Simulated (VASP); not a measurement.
# Te2Pt (Moncheite): band structure with LDA

Te2Pt (Moncheite):

```
CELL_PARAMETERS angstrom
4.05060 0.00000 0.00000
-2.02530 3.50792 0.00000
0.00000 0.00000 5.07845
ATOMIC_POSITIONS crystal
Te 0.33333 0.66667 0.26773
Te 0.66667 0.33333 0.73227
Pt 0.00000 0.00000 0.00000
```

* Program: VASP 6.6.1
* Task: band structure
* Functional: LDA
* Potentials or basis: VASP PAW LDA potentials, release 64 (Te, Pt)
* Cutoff: 520 eV
* k mesh: 12 × 12 × 7
* Occupations: methfessel-paxton, width 0.1 eV
* Spin: no spin polarisation
* Further INCAR settings: ALGO = Normal; EDIFF = 1e-07

```yaml
Pressure: -2.4 GPa
Largest_force: 0.301 eV/Å
Band_gap_along_the_path: none (metal or under the smearing width)
```

Forces in eV/Å, atoms in the order of the input:
```
Te   0.000  0.000 -0.301
Te   0.000  0.000  0.301
Pt   0.000  0.000  0.000
```

Stress tensor (GPa, compression positive):
```
-2.63  0.00  0.00
 0.00 -2.63  0.00
 0.00  0.00 -1.84
```

Levels at the corners of the path, in eV from the Fermi level:
| point | band 8 | band 9 | band 10 | band 11 | band 12 | band 13 | band 14 | band 15 |
| --- | --- | --- | --- | --- | --- | --- | --- | --- |
| Γ | -2.63 | -0.48 | -0.48 | 0.76 | 0.76 | 1.61 | 2.56 | 4.12 |
| M | -3.38 | -3.33 | -3.22 | -2.87 | 0.07 | 2.67 | 3.97 | 5.43 |
| M | -3.38 | -3.33 | -3.22 | -2.87 | 0.07 | 2.67 | 3.97 | 5.43 |
| K | -3.56 | -1.83 | -1.75 | -1.75 | -0.19 | -0.19 | 2.53 | 6.43 |
| K | -3.56 | -1.83 | -1.75 | -1.75 | -0.19 | -0.19 | 2.53 | 6.43 |
| Γ | -2.63 | -0.48 | -0.48 | 0.76 | 0.76 | 1.61 | 2.56 | 4.12 |
| Γ | -2.63 | -0.48 | -0.48 | 0.76 | 0.76 | 1.61 | 2.56 | 4.12 |
| A | -2.28 | -1.37 | -1.35 | -1.35 | 2.24 | 2.24 | 4.20 | 4.95 |
| A | -2.28 | -1.37 | -1.35 | -1.35 | 2.24 | 2.24 | 4.20 | 4.95 |
| L | -3.33 | -3.17 | -2.23 | -0.66 | 0.20 | 1.34 | 4.39 | 4.52 |
| L | -3.33 | -3.17 | -2.23 | -0.66 | 0.20 | 1.34 | 4.39 | 4.52 |
| H | -3.96 | -3.40 | -2.66 | -2.66 | 2.70 | 2.70 | 5.85 | 6.76 |
| H | -3.96 | -3.40 | -2.66 | -2.66 | 2.70 | 2.70 | 5.85 | 6.79 |
| A | -2.28 | -1.37 | -1.35 | -1.35 | 2.24 | 2.24 | 4.20 | 4.95 |
| L | -3.33 | -3.17 | -2.23 | -0.66 | 0.20 | 1.34 | 4.39 | 4.52 |
| M | -3.38 | -3.33 | -3.22 | -2.87 | 0.07 | 2.67 | 3.97 | 5.43 |
| K | -3.56 | -1.83 | -1.75 | -1.75 | -0.19 | -0.19 | 2.53 | 6.43 |
| H | -3.96 | -3.40 | -2.66 | -2.66 | 2.70 | 2.70 | 5.85 | 6.76 |

It took 110 s on 1 thread of AMD EPYC 9R45 96-Core Processor (Zen 5), with other jobs on the host, peak memory 0.29 GiB.

Caveat: spin-orbit coupling is left out, which moves the levels of the heavy elements.
